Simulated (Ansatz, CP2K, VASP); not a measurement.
Na2S: band gap by level of theory

```
S Na
1.0
     0.00000    3.27350    3.27350
     3.27350    0.00000    3.27350
     3.27350    3.27350    0.00000
S Na
1 2
Direct
  0.00000 0.00000 0.00000
  0.75000 0.75000 0.75000
  0.25000 0.25000 0.25000
```

| rung | level | program and potentials | cutoff (eV) | k mesh | task | band gap (eV) | notes |
| --- | --- | --- | --- | --- | --- | --- | --- |
| GGA | PBE | Ansatz, all-electron LAPW, scalar-relativistic | - | 4 × 4 × 4 | single point | 2.48 | - |
| GGA | PBE | CP2K, POTENTIAL_UZH S GTH-PBE-q6, Na GTH-PBE-q9; TZVP-MOLOPT-PBE-GTH basis | - | 7 × 7 × 7 | band structure | 2.42 | atomic basis |
| GGA | PBE | VASP, PBE PAW files Na_sv_GW, S_GW, 450 eV | 450 | 4 × 4 × 4 | single point | 2.48 | - |
| GGA | PBE | VASP, PBE PAW files Na_sv_GW, S_GW, 500 eV | 500 | 4 × 4 × 4 | single point | 2.48 | - |
| G0W0 | G0W0 on PBE | VASP, PBE PAW files Na_sv_GW, S_GW, 450 eV | 450 | 3 × 3 × 3 | G0W0 quasiparticle levels | 4.21 | coarse mesh; bands, basis or mesh of the many-body step not converged; response cutoff 100 eV, bands 248 |
| evGW0 | evGW0 (4 iterations) on PBE | VASP, PBE PAW files Na_sv_GW, S_GW, 450 eV | 450 | 4 × 4 × 4 | evGW0 quasiparticle levels | 4.61 | bands, basis or mesh of the many-body step not converged; response cutoff 120 eV, bands 134 |
| QSGW | QSGW (4 iterations) on PBEsol | VASP, PBE PAW files Na_sv_GW, S_GW, 500 eV | 500 | 4 × 4 × 4 | QSGW quasiparticle levels | 5.11 | bands, basis or mesh of the many-body step not converged; potentials made for PBE; response cutoff 100 eV, bands 105 |

All rows: no spin polarisation. Gaps are the least found on the k mesh or the band path, and a mesh can miss the band edges. The cell comes from a database and isn't always the measured one. Meshes differ between rows, which moves values too. All levels ran on this one cell, unrelaxed unless noted. Meshes are those of the run's cell of 3 atoms unless a note names another. Runs on faulty files, with rough fits or with known faults for this quantity aren't shown. No row holds spin-orbit coupling.

By rung: GGA 2.48; GGA in atomic bases 2.42; G0W0 on coarse settings 4.21; evGW0 on coarse settings 4.61; QSGW on coarse settings 5.11 (eV).
